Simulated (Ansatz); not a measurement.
# MoP: two-dimensional strain map

Theory: Ansatz 0.2.0, DFT r2SCAN, scalar-relativistic, plane waves, PAW. The runs took a 500 eV cutoff, a Γ-centred 18×18×16 mesh and Gaussian smearing (0.15 eV). No spin polarisation. Energies are free energies at this smearing, counted from the undisturbed cell; pressure is positive in compression.

Reference structure (as given, not relaxed at this level; it stands at 0.8 GPa, and it needn't be the usual structure):

```xyz
2
Lattice="3.2230 0.0000 0.0000 -1.6115 2.7912 0.0000 0.0000 0.0000 3.1910" Properties=species:S:1:pos:R:3 pbc="T T T"
Mo   -1.6115    2.7912    0.0000
P     0.0000    1.8608    1.5955
```

The cell is strained by p along both x and y and by q along z, fractional coordinates fixed. Points are written (p, q).

Energy above the undisturbed cell in meV/atom (a dash: not computed):

```
 p \ q  -0.030  -0.015  0.000  0.015  0.030
-0.030   101.5    69.9   50.7   43.0   45.7
-0.015    49.3       –      –      –      –
 0.000    21.0       –    0.0      –   20.6
 0.030    26.0       –   29.7      –   71.0
```

Pressure in GPa:

```
 p \ q  -0.030  -0.015  0.000  0.015  0.030
-0.030    27.2    21.3   15.9   11.0    6.5
-0.015    17.9       –      –      –      –
 0.000     9.9       –    0.8      –   -6.7
 0.030    -3.1       –  -10.5      –  -16.5
```

Cost: 12 runs of about 6.4 core-minutes in all, on Intel Xeon Platinum 8259CL (Skylake/Cascade Lake) (shared hosts).